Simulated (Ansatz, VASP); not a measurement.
One calculation of ZrB3, two programs

INCAR

```
SYSTEM = ZrB3
  PREC = Accurate
  ENCUT = 520
  EDIFF = 1E-6
  ISMEAR = 0
  SIGMA = 0.1
  LREAL = .FALSE.
  LASPH = .TRUE.
  NELM = 100
  ALGO = Normal
  ISIF = 2
  LWAVE = .FALSE.
  LCHARG = .TRUE.
  GGA = PE
  LELF = .TRUE.
  LVHAR = .TRUE.
  NBANDS = 31
```

Contents of KPOINTS:

```
Automatic mesh
0
G
  6 6 4
  0 0 0
```

Contents of POSCAR:

```
ZrB3
1.0
    4.5766734706      0.0000000000      0.0000000000
   -2.2883367353      3.9635154903      0.0000000000
    0.0000000000      0.0000000000      4.1345544708
Zr B
2 6
Direct
    0.0000000000      0.0000000000      0.0000000000
    0.0000000000      0.0000000000      0.5000000000
    0.3115000000      0.3115000000      0.2500000000
    0.0000000000      0.3115000000      0.7500000000
    0.6885000000      0.0000000000      0.2500000000
    0.6885000000      0.6885000000      0.7500000000
    0.0000000000      0.6885000000      0.2500000000
    0.3115000000      0.0000000000      0.7500000000
```

Input for Ansatz:

```yaml
crystal:
  lattice:
    - [4.5766734706, 0.0, 0.0]
    - [-2.2883367353, 3.9635154903, 0.0]
    - [0.0, 0.0, 4.1345544708]
  atoms:
    - { symbol: Zr, position: [0.0, 0.0, 0.0] }
    - { symbol: Zr, position: [0.0, 0.0, 0.5] }
    - { symbol: B, position: [0.3115, 0.3115, 0.25] }
    - { symbol: B, position: [0.0, 0.3115, 0.75] }
    - { symbol: B, position: [0.6885, 0.0, 0.25] }
    - { symbol: B, position: [0.6885, 0.6885, 0.75] }
    - { symbol: B, position: [0.0, 0.6885, 0.25] }
    - { symbol: B, position: [0.3115, 0.0, 0.75] }
basis:
  ecutwfc: 420
kpoints:
  mp_grid: { grid: [6, 6, 4] }
hamiltonian:
  xc: pbe
scf:
  occupations: { method: gaussian, width: 0.1 }
  lower_state_search: "off"
output:
  forces: true
  stress: true
  eigenvalues: true
```

Alike in both runs: task single point; functional PBE; k mesh 6 × 6 × 4; occupations gaussian, width 0.1 eV; no spin polarisation.

```csv
,VASP,Ansatz
version,VASP 6.6.1,Ansatz 0.2.0
potentials or method,"VASP PAW PBE potentials, release 64 (Zr_sv, B)","scalar-relativistic, plane waves, PAW"
plane-wave cutoff (eV),520,420
valence electrons in the cell,42,42
```

Ansatz gave:

* gap on the k mesh at the Fermi level (eV): none
* rms of the force components (eV/Å): 7.231

Which values does VASP return?

gap on the k mesh at the Fermi level (eV): none; rms of the force components (eV/Å): 7.216.

Atom by atom the forces differ by 0.015 eV/Å (rms over components). A gap of «none» marks a metal or a gap that the smearing closes. The functional is the same, so the differences come from potentials, cutoffs and numerics.

Caveats: the k mesh is coarse (spacing up to 0.38 Å⁻¹), so the values aren't converged; forces of over 1 eV/Å show positions far from the minimum, so gaps and moduli don't describe the material at rest.
